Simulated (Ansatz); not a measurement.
# 1T-VClI monolayer in a perpendicular field

Aim: how the 1T-VClI monolayer screens a field along its normal, and what the field does to its bands. A positive field points along +c.

Calculated with Ansatz 0.2.0; plane-wave DFT, PBE-D3(BJ), Ansatz PAW.

### Step 1. Set-up

The cell holds 3 atoms: 1 I, 1 V and 1 Cl. Cell: a = 3.783 Å, b = 3.783 Å, c = 37.156 Å, α = 90.0°, β = 90.0°, γ = 120.0°. Vacuum lies along c.

### Step 2. Relaxing the slab

The starting cell is a guess, so the in-plane lattice and the atoms are relaxed first, with the slab cut off from its images along the normal.

Contents of input.yaml:

```yaml
crystal:
  lattice:
    - [3.7825655, 0.0, 0.0]
    - [-1.89128275, 3.2757978145, 0.0]
    - [0.0, 0.0, 37.1555674295]
  atoms:
    - { symbol: I, position: [0.6666666667, 0.3333333333, 0.4588814323] }
    - { symbol: V, position: [0.0, 0.0, 0.5087292635], spin: 1.0 }
    - { symbol: Cl, position: [0.3333333333, 0.6666666667, 0.5411185677] }
  periodic: [true, true, false]
magnetization:
  spin_polarized: true
kpoints:
  mp_grid: { grid: [12, 12, 1] }
hamiltonian:
  xc: pbe
  dispersion: d3bj
scf:
  occupations: { method: fermi_dirac, width: 0.05 }
  convergence: { dr2_threshold: 1.0e-09 }
relax:
  f_tol: 0.004
  max_steps: 90
  cell: {}
output:
  write_potential: true
  write_density: true
  volumetric_format: npy
```

On the command line:

```
ansatz run input.yaml --threads 2 --pin off --max-ram 3072MiB --backend cpu --events-out ev --progress --plain --runs-dir out
```

Numbers of over 12 decimals in the logs are rounded to 6 here.

The program printed:

```text
Warning: relax.cell: scf.convergence.dr2_threshold = 1e-9 eV is looser than the 1.76006922939e-10 eV advised for a relaxation that steers and ends on the stress (1e-10 eV for each atom of the cell: 3, times the square of relax.cell.stress_2d_tol = 0.05 N/m over 13.1 Å (the atoms' height at the walk's start and 5 Å past either face), 3.830e-2 GPa, over a crystal's default 0.05). What an SCF threshold leaves in a stress goes as its square root, and in the free energy as the threshold itself, and one threshold admits the most on a small cell: [figures from the program's tests cut] Set scf.convergence.dr2_threshold to 1.76006922939e-10 eV or tighter. [rest of the remark cut]
Engine: ansatz 0.2.0, x86_64-unknown-linux-gnu
Pseudopotentials: kind: paw
Pseudopotential: I, paw, valence charge 17, recommended cutoff 420 eV (normal), I.paw.azcp
Pseudopotential: V, paw, valence charge 13, recommended cutoff 420 eV (normal), V.paw.azcp
Pseudopotential: Cl, paw, valence charge 7, recommended cutoff 420 eV (normal), Cl.paw.azcp
Functional definition: PBE
  parameter kappa = 0.804
  parameter beta = 0.066725
  exchange = pbe_x(kappa = kappa, mu = beta*pi^2/3)
  correlation = pbe_c(beta = beta)
Crystal: 3 atoms, lattice volume = 460.392 Å³
Basis set: ecut = 420 eV, 9005 PW (Γ), exchange–correlation on 54×54×500 points (8 copies of the dense FFT grid, shifted against one another)
Bands: 23, of which v1, the nominal top of the filled ones, is band 19 counted from 1 (18 counted from 0)
Symmetry: 6 space group operations
Space group: P3m1 (ITA 156), of the structure as read, at distance tolerance 7.7e-5 Å
Magnetic group: BNS 156.49 (UNI 1279), of the structure as read, at distance tolerance 7.7e-5 Å
k-points: 19 of 144 (time reversal used)
Non-local potential: I, projectors of the file, l = 0: 2, l = 1: 2, l = 2: 2, l = 3: 2
Non-local potential: V, projectors of the file, l = 0: 3, l = 1: 2, l = 2: 3, l = 3: 1
Non-local potential: Cl, projectors of the file, l = 0: 2, l = 1: 2, l = 2: 2
PAW form: soft (Blöchl's): semilocal exchange-correlation on the pseudo side does not see the compensation charge
PAW one-centre angular grid: I, 590 points (default); XC on 64 Gauss nodes
PAW one-centre angular grid: V, 590 points (default); XC on 64 Gauss nodes
PAW one-centre angular grid: Cl, 110 points (default); XC on 64 Gauss nodes
Initial density: superposition of atomic densities (neutral atoms: chi_scale 0, normalization atom)
Starting moments: Σ|m| = 1 μB on 1 of 3 sites
Initial wavefunctions: pseudopotential atomic-orbital guess
Functional: x = pbe(κ = 0.804, μ = 0.219515), c = pbe(β = 0.066725)
iter 1 solved again at ethr=2.24e-3 eV; its pass at ethr=3.10e-3 eV (dr2=8.28e-1 eV) is discarded
SCF iter   1: F=—  HF=-11506.261388 eV  |F-HF|=—  |Δ(HF+E_count)|=         —  Δρ=1.01e-2 (↑1.01e-2 ↓4.99e-3)  dr2=8.52e-1  dr2_m=9.43e-2  M=1.277 μB ∫|m|=1.284 μB  β_m=0.30  ethr=2.24e-3  ⟨swp⟩=1.2  Hψ=8142  notcnv=0
Mixer restart at iter 1: flushing history
preconditioner: auto → LDOS  [metal: Δε(μ)=0.017 eV  Ē_g=6.767 eV  σ=0.050 eV  W_gap=0.08  n_scr=20 (ndim 8)  ℏωp=7.1 eV  f_vac=0.808  D(μ)=7.03/eV (n_scr^D=18)]
spin=Collinear: LDOS preconditioning applied to the charge; magnetization (m = ρ↑ − ρ↓) channel mixes plain (no charge-response kernel on spin).
SCF iter   2: F=—  HF=-11506.539904 eV  |F-HF|=—  |Δ(HF+E_count)|=   2.79e-1  Δρ=7.92e-3 (↑7.92e-3 ↓4.79e-3)  dr2=3.02e-1  dr2_m=1.03e-1  M=1.432 μB ∫|m|=1.439 μB  β_m=0.61  ethr=2.24e-3  ⟨swp⟩=3.2  Hψ=1242  notcnv=0
SCF iter   3: F=—  HF=-11506.946359 eV  |F-HF|=—  |Δ(HF+E_count)|=   4.06e-1  Δρ=7.77e-3 (↑7.42e-3 ↓7.77e-3)  dr2=2.05e-2  dr2_m=2.40e-1  M=2.161 μB ∫|m|=2.167 μB  β_m=0.81  ethr=8.15e-4  ⟨swp⟩=4.5  Hψ=2148  notcnv=0
SCF iter   4: F=—  HF=-11507.966940 eV  |F-HF|=—  |Δ(HF+E_count)|=         —  Δρ=1.45e-2 (↑1.45e-2 ↓1.30e-2)  dr2=2.25e-2  dr2_m=7.91e-1  M=3.000 μB ∫|m|=3.044 μB  β_m=1.00  ethr=5.55e-5  ⟨swp⟩=2.9  Hψ=2032  notcnv=0  κ⁻¹=5.9e-3(r=2)
SCF iter   5: F=—  HF=-11507.937411 eV  |F-HF|=—  |Δ(HF+E_count)|=   2.95e-2  Δρ=1.53e-2 (↑1.53e-2 ↓1.19e-2)  dr2=4.22e-1  dr2_m=7.62e-1  M=3.000 μB ∫|m|=3.073 μB  β_m=0.81  ethr=1.35e-4  ⟨swp⟩=5.2  Hψ=2703  notcnv=0  defer=11
SCF iter   6: F=—  HF=-11507.948177 eV  |F-HF|=—  |Δ(HF+E_count)|=   1.08e-2  Δρ=4.77e-3 (↑4.30e-3 ↓4.77e-3)  dr2=1.22e0  dr2_m=5.54e-2  M=3.000 μB ∫|m|=3.136 μB  β_m=0.60  ethr=1.35e-4  ⟨swp⟩=5.9  Hψ=3133  notcnv=0  defer=16
SCF iter   7: F=—  HF=-11507.896175 eV  |F-HF|=—  |Δ(HF+E_count)|=   5.20e-2  Δρ=5.36e-3 (↑5.36e-3 ↓3.90e-3)  dr2=9.13e-1  dr2_m=6.99e-2  M=3.000 μB ∫|m|=3.105 μB  β_m=0.57  ethr=1.35e-4  ⟨swp⟩=5.9  Hψ=2985  notcnv=0  defer=16
SCF iter   8: F=—  HF=-11507.773221 eV  |F-HF|=—  |Δ(HF+E_count)|=   1.23e-1  Δρ=1.39e-3 (↑1.35e-3 ↓1.39e-3)  dr2=9.94e-2  dr2_m=5.30e-3  M=3.000 μB ∫|m|=3.120 μB  β_m=0.52  ethr=1.35e-4  ⟨swp⟩=5.4  Hψ=2650  notcnv=0  defer=18
SCF iter   9: F=—  HF=-11507.757921 eV  |F-HF|=—  |Δ(HF+E_count)|=   1.53e-2  Δρ=2.12e-4 (↑2.08e-4 ↓2.12e-4)  dr2=4.29e-3  dr2_m=5.72e-5  M=3.000 μB ∫|m|=3.124 μB  β_m=0.69  ethr=1.35e-4  ⟨swp⟩=3.2  Hψ=1313  notcnv=0  defer=18
SCF iter  10: F=—  HF=-11507.757668 eV  |F-HF|=—  |Δ(HF+E_count)|=   2.53e-4  Δρ=1.09e-4 (↑1.09e-4 ↓1.02e-4)  dr2=3.87e-5  dr2_m=3.70e-5  M=3.000 μB ∫|m|=3.129 μB  β_m=0.63  ethr=1.16e-5  ⟨swp⟩=2.8  Hψ=1880  notcnv=0  defer=18
SCF iter  11: F=—  HF=-11507.757650 eV  |F-HF|=—  |Δ(HF+E_count)|=   1.74e-5  Δρ=4.42e-5 (↑4.42e-5 ↓2.71e-5)  dr2=5.41e-6  dr2_m=4.52e-6  M=3.000 μB ∫|m|=3.129 μB  β_m=0.72  ethr=1.05e-7  ⟨swp⟩=3.3  Hψ=1882  notcnv=0  defer=18
SCF iter  12: F=—  HF=-11507.757652 eV  |F-HF|=—  |Δ(HF+E_count)|=   1.39e-6  Δρ=1.58e-5 (↑1.58e-5 ↓8.43e-6)  dr2=1.86e-6  dr2_m=4.32e-7  M=3.000 μB ∫|m|=3.130 μB  β_m=0.65  ethr=1.46e-8  ⟨swp⟩=3.7  Hψ=1959  notcnv=0  defer=18
SCF iter  13: F=—  HF=-11507.757652 eV  |F-HF|=—  |Δ(HF+E_count)|=   2.33e-8  Δρ=2.98e-6 (↑2.83e-6 ↓2.98e-6)  dr2=3.92e-8  dr2_m=2.88e-8  M=3.000 μB ∫|m|=3.130 μB  β_m=0.68  ethr=5.02e-9  ⟨swp⟩=2.9  Hψ=1500  notcnv=0  defer=18
SCF iter  14: F=—  HF=-11507.757652 eV  |F-HF|=—  |Δ(HF+E_count)|=   5.07e-8  Δρ=1.35e-6 (↑1.35e-6 ↓9.38e-7)  dr2=6.69e-9  dr2_m=4.56e-9  M=3.000 μB ∫|m|=3.130 μB  β_m=0.73  ethr=1.06e-10  ⟨swp⟩=3.4  Hψ=2001  notcnv=0  defer=18
SCF iter  15: F=—  HF=-11507.757652 eV  |F-HF|=—  |Δ(HF+E_count)|=   1.01e-8  Δρ=4.25e-7 (↑4.25e-7 ↓3.63e-7)  dr2=1.38e-9  dr2_m=4.24e-10  M=3.000 μB ∫|m|=3.130 μB  β_m=0.70  ethr=1.81e-11  ⟨swp⟩=2.8  Hψ=1813  notcnv=0  defer=18
[...]
relax step   4: F+E_penalty+E_count = -11507.80494522 eV  Δ(F+E_penalty+E_count) = -3.414e-3 eV  max|allowed force component| = 1.654e-2 eV/Å  Δτ_max = 0.0227 Å  P = +0.113 N/m  Ω = 471.240 Å³  energy of the carried Pulay correction = -2.699e-4 eV  fix = [c, alpha, beta]  reactions: c +0.000 N/m  (9 SCF iters, accepted)
[...]
relax step   5: F+E_penalty+E_count = -11507.80515624 eV  Δ(F+E_penalty+E_count) = -2.110e-4 eV  max|allowed force component| = 4.920e-3 eV/Å  Δτ_max = 0.0046 Å  P = +0.045 N/m  Ω = 472.707 Å³  energy of the carried Pulay correction = -3.059e-4 eV  fix = [c, alpha, beta]  reactions: c +0.000 N/m  (8 SCF iters, accepted)
[...]
relax step   6: F+E_penalty+E_count = -11507.80517526 eV  Δ(F+E_penalty+E_count) = -1.902e-5 eV  max|allowed force component| = 3.501e-3 eV/Å  Δτ_max = 0.0010 Å  P = +0.023 N/m  Ω = 473.146 Å³  energy of the carried Pulay correction = -3.167e-4 eV  fix = [c, alpha, beta]  reactions: c +0.000 N/m  (7 SCF iters, accepted)
Initial wavefunctions: pseudopotential atomic-orbital guess (no wavefunctions were taken with the density)
iter 1 solved again at ethr=1.22e-6 eV; its pass at ethr=3.10e-3 eV (dr2=4.52e-4 eV) is discarded
SCF iter   1: F=—  HF=-11507.797551 eV  |F-HF|=—  |Δ(HF+E_count)|=         —  Δρ=8.36e-5 (↑8.29e-5 ↓8.36e-5)  dr2=3.36e-6  dr2_m=2.02e-7  M=3.000 μB ∫|m|=3.149 μB  β_m=0.65  ethr=1.22e-6  ⟨swp⟩=5.1  Hψ=9757  notcnv=0
preconditioner: auto → Resta (q_TF=auto, 1.784 Å⁻¹)  ε∞=1.8  [insulator: Δε(μ)=1.178 eV  Ē_g=8.519 eV  σ=0.050 eV  W_gap=1.00  n_scr=20 (ndim 8)  ℏωp=7.4 eV  f_vac=0.817  D(μ)=0.00/eV (n_scr^D=0)  ε∞_Penn≈1.8  vacuum switching on, ρ_ref=5.3e-3 e/Å³]
spin=Collinear: Resta preconditioning applied to the charge; magnetization (m = ρ↑ − ρ↓) channel mixes plain (no charge-response kernel on spin).
SCF iter   2: F=—  HF=-11507.803805 eV  |F-HF|=—  |Δ(HF+E_count)|=   6.25e-3  Δρ=2.94e-5 (↑2.91e-5 ↓2.94e-5)  dr2=7.16e-7  dr2_m=2.86e-8  M=3.000 μB ∫|m|=3.149 μB  β_m=0.58  ethr=9.08e-9  ⟨swp⟩=4.2  Hψ=2223  notcnv=0
SCF iter   3: F=—  HF=-11507.805030 eV  |F-HF|=—  |Δ(HF+E_count)|=   1.23e-3  Δρ=1.26e-5 (↑1.25e-5 ↓1.26e-5)  dr2=3.14e-7  dr2_m=5.73e-9  M=3.000 μB ∫|m|=3.149 μB  β_m=0.61  ethr=1.94e-9  ⟨swp⟩=3.7  Hψ=1708  notcnv=0
SCF iter   4: F=—  HF=-11507.805470 eV  |F-HF|=—  |Δ(HF+E_count)|=   4.40e-4  Δρ=2.78e-6 (↑2.78e-6 ↓2.71e-6)  dr2=5.67e-8  dr2_m=7.53e-10  M=3.000 μB ∫|m|=3.149 μB  β_m=0.61  ethr=8.49e-10  ⟨swp⟩=3.6  Hψ=1647  notcnv=0
SCF iter   5: F=—  HF=-11507.805492 eV  |F-HF|=—  |Δ(HF+E_count)|=   2.13e-5  Δρ=8.78e-7 (↑8.78e-7 ↓8.21e-7)  dr2=1.74e-8  dr2_m=1.63e-10  M=3.000 μB ∫|m|=3.149 μB  β_m=0.62  ethr=1.53e-10  ⟨swp⟩=3.7  Hψ=1689  notcnv=0
SCF iter   6: F=—  HF=-11507.805500 eV  |F-HF|=—  |Δ(HF+E_count)|=   7.89e-6  Δρ=1.88e-7 (↑1.88e-7 ↓1.70e-7)  dr2=1.45e-9  dr2_m=7.93e-12  M=3.000 μB ∫|m|=3.149 μB  β_m=0.67  ethr=4.69e-11  ⟨swp⟩=2.8  Hψ=1268  notcnv=0
iter 7 met the thresholds in force, and the SCF goes on: an eigenvalue changes by 0.14 meV, over its tolerance of 0.05 meV (output.eigenvalues, Limitations)
SCF iter   7: F=-11507.805500 eV  HF=-11507.805500 eV  |F-HF|=2.90e-8  |Δ(HF+E_count)|=   5.23e-7  Δρ=1.03e-7 (↑1.03e-7 ↓5.61e-8)  dr2=1.07e-10  dr2_m=8.93e-12  M=3.000 μB ∫|m|=3.149 μB  β_m=0.63  ethr=2.70e-12  ⟨swp⟩=12.7  Hψ=6632  notcnv=0
SCF iter   8: F=-11507.805500 eV  HF=-11507.805500 eV  |F-HF|=3.86e-10  |Δ(HF+E_count)|=   2.87e-8  Δρ=1.95e-8 (↑1.93e-8 ↓1.95e-8)  dr2=7.79e-12  dr2_m=1.91e-13  M=3.000 μB ∫|m|=3.149 μB  ethr=1.00e-12  ⟨swp⟩=6.7  Hψ=4655  notcnv=0
SCF 7 converged in 8 iterations: F = -11507.805500 eV  dr2 = 7.79e-12
relax step   7: F+E_penalty+E_count = -11507.80550010 eV  Δ(F+E_penalty+E_count) = -3.248e-4 eV  max|allowed force component| = 3.555e-3 eV/Å  Δτ_max = 0.0000 Å  P = +0.024 N/m  Ω = 473.146 Å³  fix = [c, alpha, beta]  reactions: c +0.000 N/m  stress off target by 2.39e-2 N/m on what of the cell is left free  SCF on the basis re-selected at this cell (its energy is not comparable with the rows above)  (8 SCF iters)
basis re-selected at this cell: Δ(F+E_penalty+E_count) = -3.248e-4 eV, ΔP = +0.000 N/m vs the last step (what re-selecting the basis moved, of the pressure what is left beyond the Pulay correction that the steps carried, after the strain that the cell walked since its last selection, with what the two solves' SCF thresholds leave and, on support functions, any second-order correction that the steps lacked; it is no m [...]
WARN: The output density's exchange-correlation potential varies sharply where the density is thin. Do not read a vacuum level from v_tot or v_xc, or from such a field of the output density. On a cell that repeats whose density bears no net charge and no dipole along the vacuum's axis use v_es (v_loc + v_h of the components); under efield.dipole_correction with no amplitude use v_es + v_field, which holds any externa [...]
SCF converged after 8 iterations
an eigenvalue changed by more than its tolerance at an iteration that met the thresholds in force, so the SCF went on 1 time: the last check found none over its tolerance
Magnetization: 3.0000 μB (20.0000 up, 17.0000 down)
Absolute magnetization: 3.1498 μB (∫|ρ↑−ρ↓|, with the PAW one-centre terms)
Spin contamination: 0.0196 ħ² per cell (⟨S²⟩ above its minimum at these occupations)
Per-site moments (μB) at R_I (Å): [(-0.030306, 1.149791), (2.477956, 1.046177), (0.00508381, 1.046177)]
Free energy (F): -11507.805500 eV
Harris-Foulkes:  -11507.805500 eV  (|F-HF|=3.86e-10)
Internal energy: -11507.805497 eV  (E = F + TS)
E sigma→0 (E₀):  -11507.805499 eV
Entropy (-TS):   -0.000003 eV (-0.001 meV/atom)
Fermi energy:    -3.863562 eV
--- Per-component energies (eV) ---
  E_band       = -1085.245739
  E_kinetic    = 684.825374
  E_local      = -79722.578145  (includes V_loc(G=0)·N_el)
  E_nonlocal   = -100.396854
  E_hartree    = 39542.486836
  E_xc         = -363.708878
  E_vxc        = -413.370992  (∫ρ·V_xc dr)
  E_paw        = -6593.471940  (= ΣΔE_a)
  E_vpaw       = -618.699265  (= ΣTr[D̂ρ^β])
  E_aug_tail   = 0.000342  (compensation charges beyond the density's cutoff)
  E_ewald      = 35045.747854
  E_disp       = -0.710086  (pairwise vdW)
  E_smearing   = -0.000003  (= −TS)
  E_closure    = 0.000000  (closes the sum)
  Σ components = -11507.805500   (vs F -11507.805500, Δ=0.00e0)
--- Forces (eV/Å), atoms counted from 1 ---
  atom   1  I      0.00000000     0.00000000     0.00325851
  atom   2  V     -0.00000000    -0.00000000    -0.00355474
  atom   3  Cl    -0.00000000    -0.00000000     0.00029620
  max |Σ_I F_I| component: 2.35e-8 eV/Å
--- 2D stress c σ (N/m, compression-positive) ---
        0.023936      -0.000000       0.000000
        0.000000       0.023936      -0.000000
        0.000000      -0.000000       0.000000
  P = ½ c Tr σ = 0.0239 N/m
--- Band table (eV; the first three rows and the last of 38) ---
  k-point 0 ↑: bands = [... 15 lower, -6.3965, -6.3965, -5.1107, -5.1107, -4.7951, -2.7792, -2.7792, -1.7549]
  k-point 1 ↑: bands = [... 15 lower, -6.7826, -6.5206, -5.0826, -5.0146, -4.7109, -2.9699, -2.8121, -1.5399]
  k-point 2 ↑: bands = [... 15 lower, -7.3835, -6.7862, -5.1178, -4.8350, -4.5795, -3.2152, -2.8709, -1.0238]
  k-point 18 ↓: bands = [... 15 lower, -8.3212, -7.7846, -2.1474, -2.1397, -2.1141, -1.7541, -1.3809, 0.7649]
  the weakly bound empty levels are not read free of the cell's end (no_gap_told)
--- Relaxed structure (6 steps of the walk, 6 accepted, 1 SCFs on fresh bases) ---
  F+E_penalty+E_count = -11507.80550010 eV   max|allowed force component| = 3.555e-3 eV/Å   (the final SCF, on the basis selected at the relaxed cell)
  cell:  # Å, volume = 473.1465 Å³
    - [3.834604, 0.0, 0]
    - [-1.917302, 3.320865, 0]
    - [0, 0, 37.1555674295]
  atoms:
    - { symbol: I, position: [0.666667, 0.333333, 0.461424] }
    - { symbol: V, position: [-3.623156258201904e-19, -7.24631251640381e-19, 0.507003] }
    - { symbol: Cl, position: [0.333333, 0.666667, 0.540303] }
```

Elapsed: 94 s, on 2 threads of Intel Xeon Platinum 8559C (Emerald Rapids), shared host; peak memory 0.95 GiB; 3.1 min of CPU time.

Relaxation path:

```csv
step,energy less that of the first step (eV),largest force component (eV/Å),volume (Å³)
1,0.0000,0.6655,460.39
2,-0.0384,0.2353,466.65
3,-0.0439,0.1741,470.66
4,-0.0473,0.0165,471.24
5,-0.0475,0.0049,472.71
6,-0.0475,0.0035,473.15
7*,-0.0478,0.0036,473.15
```

Relaxation steps marked * repeat the geometry before them on a plane-wave basis chosen anew for their cell, so energy and pressure can jump there.

The run keeps the 6 symmetry operations that it works with, so distortions that break them were not tested.

```csv
cell as run,before,after,change
a (Å),3.783,3.835,+1.4 %
b (Å),3.783,3.835,+1.4 %
```

The atoms that moved most (Å, along periodic axes as changes of fractional coordinates times the final cell, across vacuum about the mean position):

```csv
atom,dx,dy,dz,length
I1,0.000,0.000,0.094,0.094
V2,0.000,0.000,-0.064,0.064
Cl3,0.000,0.000,-0.030,0.030
```

Final coordinates:

```
I V Cl
1.0
     3.83460    0.00000    0.00000
    -1.91730    3.32086    0.00000
     0.00000    0.00000   37.15557
I V Cl
1 1 1
Direct
  0.66667 0.33333 0.46142
  0.00000 0.00000 0.50700
  0.33333 0.66667 0.54030
```

This step gave:

```
total moment : 3.000 μB
site moments : -0.03031, 2.478, 0.005084 μB
```

Site moment by atom:

```csv
atom,site moment (μB)
I1,-0.03
V2,2.48
Cl3,0.01
```

The lattice constant a goes from 3.783 to 3.835 Å.

(Continued in part 2 of 3.)

[Logs are printed without paths, hosts, clocks, repeated set-up lines and the standing remarks that a program may print on its own settings, such as how far it seeks lower states.]

[Hosts, paths, dates, database ids (printed as entryN), source tags and the programs' standing remarks are cut or masked in the printed files.]

[Maps of the electrostatic potential energy from Ansatz leave out the sawtooth potential of an applied field or a dipole correction, so their vacuum need not be flat; planar profiles and work functions include it.]
